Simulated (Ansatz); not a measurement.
# Phases of Hf at -1.7 GPa

Structure types of Hf are relaxed in primitive cells with their symmetry kept at -1.7 GPa, first on PAW files, then by LAPW. The enthalpy is E + pV at zero temperature, without zero-point motion. Only the types listed were tried, and differences under about 5 meV/atom are mesh noise.

All numbers are PBE results (scalar-relativistic) from Ansatz 0.2.0, with Fermi–Dirac smearing of 0.1 eV, no spin polarisation. Methods: LAPW: all electrons, basis error target 0.5 meV/atom; PAW: frozen-core files, cutoff 420 eV.

k meshes: fcc 15×15×15, bcc 15×15×15, hcp 14×14×8, beta tin 14×14×14, sc 13×13×13, simple hexagonal 14×14×13.

Spin–orbit coupling is left out, which matters for the heavy atoms.

| start type | ends as | a, b, c (Å) | V (Å³/atom) | H − H(lowest), LAPW (meV/atom) |
| --- | --- | --- | --- | --- |
| fcc | fcc, Fm-3m | 4.513, 4.513, 4.513 | 22.98 | 69.5 |
| bcc | bcc, Im-3m | 3.570, 3.570, 3.570 | 22.75 | ? |
| hcp | hcp, P6_3/mmc | 3.222, 3.222, 5.098 | 22.92 | 0.0 |
| beta tin | beta tin, I4_1/amd | 5.618, 5.618, 3.021 | 23.84 | 650.5 |
| sc | sc, Pm-3m | 2.940, 2.940, 2.940 | 25.42 | ? |
| simple hexagonal | simple hexagonal, P6/mmm | 3.014, 3.014, 3.026 | 23.80 | 463.3 |

Question: Fill in "H − H(lowest), LAPW (meV/atom)" for the row "sc".

Answer: 1055.8.

Question: Give the missing entry: row "bcc", column "H − H(lowest), LAPW (meV/atom)".

Answer: 181.7.
